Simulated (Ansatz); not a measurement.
# Br: the crystal squeezed far

Aim: compress Br (diamond type) step by step, far beyond the usual range, and follow pressure and electronic structure. Methods of the runs shown: PAW. Its runs: cell relaxed at zero pressure (PAW); volume scaled by 1 (PAW); volume scaled by 0.95 (PAW); volume scaled by 0.85 (PAW); volume scaled by 0.75 (PAW); volume scaled by 0.65 (PAW); volume scaled by 0.55 (PAW); volume scaled by 0.45 (PAW); volume scaled by 0.4 (PAW and PAW (level accurate)).

Method: DFT PBE, with the methods named in each step, in Ansatz 0.2.0.

**1. Starting point**

Symmetry: Fd-3m, No. 227, cubic system. The conventional cell has a = 6.463 Å, b = 6.463 Å, c = 6.463 Å, α = 90.00°, β = 90.00°, γ = 90.00°. Around Br (site symmetry -43m) lie 4 Br at 2.80 Å.

As a file:

```cif
data_structure
_symmetry_space_group_name_H-M 'P 1'
_symmetry_Int_Tables_number 1
_cell_length_a 4.5702
_cell_length_b 4.5702
_cell_length_c 4.5702
_cell_angle_alpha 60.000
_cell_angle_beta 60.000
_cell_angle_gamma 60.000
_cell_volume 67.50
loop_
_atom_site_label
_atom_site_type_symbol
_atom_site_fract_x
_atom_site_fract_y
_atom_site_fract_z
_atom_site_occupancy
Br1 Br 0.87500 0.87500 0.87500 1
Br2 Br 0.12500 0.12500 0.12500 1
```

Whether this phase is the stable one at these pressures isn't tested.

Atoms are numbered in the order of the input: Br1, Br2.

**2. Cell relaxed at zero pressure, PAW**

input.yaml reads:

```yaml
crystal:
  lattice:
    - [0.0, 3.2316520351, 3.2316520351]
    - [3.2316520351, 0.0, 3.2316520351]
    - [3.2316520351, 3.2316520351, 0.0]
  atoms:
    - { symbol: Br, position: [-0.125, -0.125, -0.125] }
    - { symbol: Br, position: [0.125, 0.125, 0.125] }
kpoints:
  mp_grid: { grid: [11, 11, 11] }
scf:
  occupations: { method: fermi_dirac, width: 0.08 }
hamiltonian:
  xc: pbe
  pseudopotentials: { kind: paw }
output:
  forces: true
  stress: true
relax:
  f_tol: 0.005
  max_steps: 40
  cell: {}
```

The run is started by

```bash
ansatz run input.yaml --threads 1 --pin off --max-ram 2048MiB --backend cpu --events-out ev --progress --plain --runs-dir out
```

Further steps of the session: Volume scaled by 1, PAW; Volume scaled by 0.95, PAW; Volume scaled by 0.85, PAW; Volume scaled by 0.75, PAW; Volume scaled by 0.65, PAW; Volume scaled by 0.55, PAW; Volume scaled by 0.45, PAW; Volume scaled by 0.4, PAW; Volume scaled by 0.4, PAW (level accurate).

What does the calculation give? Wanted: PAW pressure at 0.4 of the volume; PAW; fitted bulk modulus at zero pressure.

**Answer**, as computed:

```
                                          quantity      value
                 PAW pressure at 0.4 of the volume  101.8 GPa
PAW (level accurate) pressure at 0.4 of the volume  101.6 GPa
        fitted bulk modulus at zero pressure (PAW)   18.7 GPa
                           its pressure derivative       3.95
```

In words: By PAW the pressure climbs to 102 GPa at 0.4 of the first volume. A third-order Birch-Murnaghan curve fits the range only roughly (B₀ = 18.7 GPa, B′ = 3.95, misfit at most 0.48 GPa). A fit over so wide a range leans to the high pressures, so B₀ can be off by several per cent. No all-electron run checks these rows here, and frozen cores can fail under such compression. The ions are at rest, and the electrons smeared by 0.08 eV.
